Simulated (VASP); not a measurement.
Cd: relaxation of cell and atoms with TPSS+D4

Crystal: Cd.

```
Cd
1.0
     2.97887    0.00000    0.00000
    -1.48944    2.57978    0.00000
     0.00000    0.00000    5.61765
Cd
2
Direct
  0.66667 0.33333 0.75000
  0.33333 0.66667 0.25000
```

| Quantity | Value |
| --- | --- |
| Program | VASP 6.6.1 |
| Task | relaxation of cell and atoms |
| Functional | TPSS |
| Dispersion | D4 |
| Potentials or basis | VASP PAW PBE potentials, release 64 (Cd) |
| Cutoff | 600 eV |
| k mesh | 10 × 10 × 5 |
| Occupations | gaussian, width 0.05 eV |
| Spin | no spin polarisation |
| Optimiser | vasp |
| Further INCAR settings | ALGO = Normal; EDIFF = 1.00e-07; IBRION = 2; EDIFFG = -1.00e-02; NSW = 60; ISIF = 3 |

The relaxed volume is 20.19 Å³/atom and the relaxed cell is a = 2.947 Å, b = 2.947 Å, c = 5.370 Å, α = 90.00°, β = 90.00°, γ = 120.00°. The space group after relaxing (to 0.05 Å) is P6_3/mmc (No. 194), the energy gained by relaxing is 21.6 meV/atom and the ionic steps are 6. The pressure after relaxing is -0.1 GPa, the band gap on the k mesh is none (metal or under the smearing width) and the dispersion energy per atom is -0.585 eV.

Step by step:
| step | energy change (eV) | largest force (eV/Å) | pressure (GPa) | volume (Å³) |
| --- | --- | --- | --- | --- |
| 1 | 0.0000 | 0.0000 | -3.66 | 43.17 |
| 2 | -0.0385 | 0.0000 | 0.67 | 40.16 |
| 3 | -0.0386 | 0.0000 | 0.42 | 40.30 |
| 4 | -0.0432 | 0.0000 | 0.17 | 40.25 |
| 5 | -0.0432 | 0.0000 | 0.17 | 40.25 |
| 6 | -0.0432 | 0.0000 | -0.05 | 40.38 |

Final structure:
```cif
data_structure
_symmetry_space_group_name_H-M 'P 1'
_symmetry_Int_Tables_number 1
_cell_length_a 2.9467
_cell_length_b 2.9467
_cell_length_c 5.3697
_cell_angle_alpha 90.000
_cell_angle_beta 90.000
_cell_angle_gamma 120.000
_cell_volume 40.38
loop_
_atom_site_label
_atom_site_type_symbol
_atom_site_fract_x
_atom_site_fract_y
_atom_site_fract_z
_atom_site_occupancy
Cd1 Cd 0.66667 0.33333 0.75000 1
Cd2 Cd 0.33333 0.66667 0.25000 1
```

Levels at points of the mesh, in eV from the Fermi level:
```tsv
k point	band 8	band 9	band 10	band 11	band 12	band 13	band 14	band 15	band 16
(0.00, 0.00, 0.00)	-9.00	-9.00	-8.66	-8.66	-3.37	-2.62	11.83	14.20	15.05
(0.50, 0.00, 0.00)	-8.67	-8.42	-8.38	-2.74	-2.08	2.29	3.02	3.73	5.34
```

Run time: 6.1 min on 1 thread of AMD EPYC 9R45 (Zen 5), with other jobs on the host, peak memory 0.16 GiB.

Caveat: the PAW data sets were made with another functional, which shifts forces and pressure a little; pairwise dispersion overbinds metals, which lowers pressure and volume.
